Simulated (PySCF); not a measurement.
**Indirect couplings**

Molfile (atoms numbered from 1):
```
C4H6O
     RDKit          3D

 11 10  0  0  0  0  0  0  0  0999 V2000
    1.4278   -0.7385   -0.3920 C   0  0  0  0  0  0  0  0  0  0  0  0
    1.0440    0.4679    0.0027 C   0  0  0  0  0  0  0  0  0  0  0  0
   -0.3456    0.8845    0.2963 C   0  0  0  0  0  0  0  0  0  0  0  0
   -1.4287   -0.1526    0.1306 C   0  0  0  0  0  0  0  0  0  0  0  0
   -0.5864    2.0154    0.6538 O   0  0  0  0  0  0  0  0  0  0  0  0
    0.7371   -1.5517   -0.5394 H   0  0  0  0  0  0  0  0  0  0  0  0
    2.4641   -0.9608   -0.5865 H   0  0  0  0  0  0  0  0  0  0  0  0
    1.7708    1.2586    0.1389 H   0  0  0  0  0  0  0  0  0  0  0  0
   -2.3915    0.2879    0.3747 H   0  0  0  0  0  0  0  0  0  0  0  0
   -1.2398   -0.9960    0.7907 H   0  0  0  0  0  0  0  0  0  0  0  0
   -1.4463   -0.5120   -0.8957 H   0  0  0  0  0  0  0  0  0  0  0  0
  1  2  2  0
  2  3  1  0
  3  4  1  0
  3  5  2  0
  1  6  1  0
  1  7  1  0
  2  8  1  0
  4  9  1  0
  4 10  1  0
  4 11  1  0
M  END
```

Couplings: B3LYP/pcJ-1 (without the spin–dipole term) in PySCF 2.14, geometry GFN2-xTB; gas phase, one conformer, non-relativistic. Couplings are averaged over pairs made equivalent by symmetry, fast rotation or ring inversion, so a value needn't be that of the named pair in this geometry, while other rotamers aren't included; one pair stands for each set, and the list holds a selection of those of at least 0.8 Hz over up to four bonds, among pairs with at least one C or H atom (others weren't computed).

Isotopes: ¹³C, ¹H, ¹⁷O. Couplings to quadrupolar nuclei such as 17O and 33S are rarely resolved in practice.

```tsv
pair	bonds	J (Hz)
C1, C2	1	73.0
C1, H6	1	161.7
C1, H7	1	166.9
C2, C3	1	55.2
C2, H8	1	164.2
C3, C4	1	43.4
C3, O5	1	33.2
C4, H9	1	?
C1, C3	2	?
C2, C4	2	?
C2, O5	2	-5.2
C2, H6	2	-2.0
C2, H7	2	?
C3, H9	2	-5.6
C4, O5	2	?
H9, H10	2	?
C1, O5	3	-3.6
C2, H9	3	?
C3, H6	3	7.5
C3, H7	3	13.6
C4, H8	3	3.0
O5, H8	3	-1.5
O5, H9	3	-1.9
H6, H8	3	19.5
H7, H8	3	12.9
C1, H9	4	?
```

Problem. Estimate the withheld couplings, with signs.

Solution. 
- ¹J(C4,H9) = 133.5 Hz (mean over equivalent pairs that range from 130.2 to 140.0 Hz in this conformer)
- ²J(C1,C3) = 2.4 Hz (angle at C2 126°)
- ²J(C2,C4) = 17.4 Hz (angle at C3 117°)
- ²J(C2,H7) = -1.0 Hz (angle at C1 121°)
- ²J(C4,O5) = -1.8 Hz (angle at C3 122°)
- ²J(H9,H10) = -15.3 Hz (mean over equivalent pairs that range from -18.3 to -13.7 Hz in this conformer)
- ³J(C2,H9) = 1.2 Hz (mean over equivalent pairs that range from -0.5 to 4.8 Hz in this conformer)
- ⁴J(C1,H9) = 1.3 Hz
